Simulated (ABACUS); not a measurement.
Write the native input for ABACUS 3.10.1 that does the following.

```
Task                                          : single point
Functional                                    : PBE
Potentials or basis                           : PseudoDojo NC FR 0.4 PBE standard
Cutoff                                        : 1361 eV
Density cutoff                                : 5442 eV
Basis                                         : DZP LCAO (the cutoffs set its grid)
k mesh                                        : 5 × 5 × 5
Occupations                                   : fermi-dirac, width 0.05 eV
Spin                                          : spin-orbit coupling, no magnetisation
Orbital files                                 : Sb Sb_confined-atom_8au_2s2p2d.orb
Radial cutoff of the potentials (pseudo_rcut) : 10 bohr
SCF threshold on the density                  : 1e-07
Max SCF steps                                 : 100
Eigensolver                                   : genelpa
Mixing                                        : broyden
Mixing share                                  : 0.4
Symmetry key                                  : 0
Bands                                         : 50
```

The system is Sb.

```
Sb
1.0
     2.15420    1.24373    3.75800
    -2.15420    1.24373    3.75800
     0.00000   -2.48746    3.75800
Sb
2
Direct
  0.76651 0.76651 0.76651
  0.23349 0.23349 0.23349
```

The input as run:

INPUT

```
INPUT_PARAMETERS
suffix              Sb
calculation         scf
basis_type          lcao
pseudo_dir          ./
orbital_dir         ./
symmetry            0
dft_functional      pbe
ecutwfc             100
pseudo_rcut         10
nspin               4
nbands              50
ks_solver           genelpa
smearing_method     fd
smearing_sigma      0.00367493
scf_thr             1e-07
scf_nmax            100
mixing_type         broyden
mixing_beta         0.4
cal_force           1
cal_stress          1
noncolin            0
lspinorb            1
out_mul             1
out_chg             1
```

STRU

```
ATOMIC_SPECIES
Sb 121.7600 Sb.upf

NUMERICAL_ORBITAL
Sb_confined-atom_8au_2s2p2d.orb

LATTICE_CONSTANT
1.8897261246

LATTICE_VECTORS
2.1542000000 1.2437279499 3.7580000000
-2.1542000000 1.2437279499 3.7580000000
0.0000000000 -2.4874558998 3.7580000000

ATOMIC_POSITIONS
Cartesian

Sb
0.0
2
0.0000000000 0.0000000000 8.6416337400 1 1 1
0.0000000000 0.0000000000 2.6323662600 1 1 1
```

KPT

```
K_POINTS
0
Gamma
5 5 5 0 0 0
```

Potentials or basis: PseudoDojo NC FR 0.4 PBE standard, DZP LCAO (the cutoffs set its grid).

Command:

```sh
$ OMP_NUM_THREADS=1 mpirun -np 4 abacus > log
```

It gave:

```
Pressure               : 3.8 GPa
Largest force          : 0.209 eV/Å
Band gap on the k mesh : 0.24 eV, indirect (least direct gap 0.58 eV)
```

Caveat: the atomic orbitals were generated for these runs and aren't a published set; an odd mesh through Γ misses points on the zone boundary, where band edges often lie; the basis of atomic orbitals isn't converged, which shifts pressures, moduli and gaps.

It took 31 s on 4 MPI ranks on AMD EPYC 7R13 Processor (Zen 3), on a shared host, peak memory 0.72 GiB a rank.
